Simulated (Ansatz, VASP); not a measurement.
**One calculation of Al, two programs**

INCAR

```
SYSTEM = Al
PREC = Accurate
ENCUT = 520
EDIFF = 1E-6
ISMEAR = 0
SIGMA = 0.15
LREAL = .FALSE.
LASPH = .TRUE.
NELM = 60
ALGO = Normal
ISIF = 2
LWAVE = .FALSE.
LCHARG = .FALSE.
GGA = PE
NBANDS = 8
```

File KPOINTS:

```
regular mesh
0
G
  22 22 22
  0 0 0
```

File POSCAR:

```
Al
1.0
   -1.6457804644      1.6457804644      1.6457804644
    1.6457804644     -1.6457804644      1.6457804644
    1.6457804644      1.6457804644     -1.6457804644
Al
1
Direct
    0.0000000000      0.0000000000      0.0000000000
```

Input for Ansatz:

```yaml
crystal:
  lattice:
    - [-1.6457804644, 1.6457804644, 1.6457804644]
    - [1.6457804644, -1.6457804644, 1.6457804644]
    - [1.6457804644, 1.6457804644, -1.6457804644]
  atoms:
    - { symbol: Al, position: [0.0, 0.0, 0.0] }
basis:
  ecutwfc: 420
kpoints:
  mp_grid: { grid: [22, 22, 22] }
hamiltonian:
  xc: pbe
scf:
  occupations: { method: gaussian, width: 0.15 }
output:
  forces: true
  stress: true
  eigenvalues: true
```

Alike in both runs: task single point; functional PBE; k mesh 22 × 22 × 22; occupations gaussian, width 0.15 eV; no spin polarisation.

|  | VASP | Ansatz |
| --- | --- | --- |
| version | VASP 6.6.1 | Ansatz 0.2.0 |
| potentials or method | VASP PAW PBE potentials, release 64 (Al) | scalar-relativistic, plane waves, PAW |
| plane-wave cutoff (eV) | 520 | 420 |
| valence electrons in the cell | 3 | 3 |

|  | VASP | Ansatz | Ansatz less VASP |
| --- | --- | --- | --- |
| gap on the k mesh at the Fermi level (eV) | none | none | - |
| pressure (GPa) | -3.2 | -3.2 | +0.02 |

A gap of «none» marks a metal or a gap that the smearing closes.
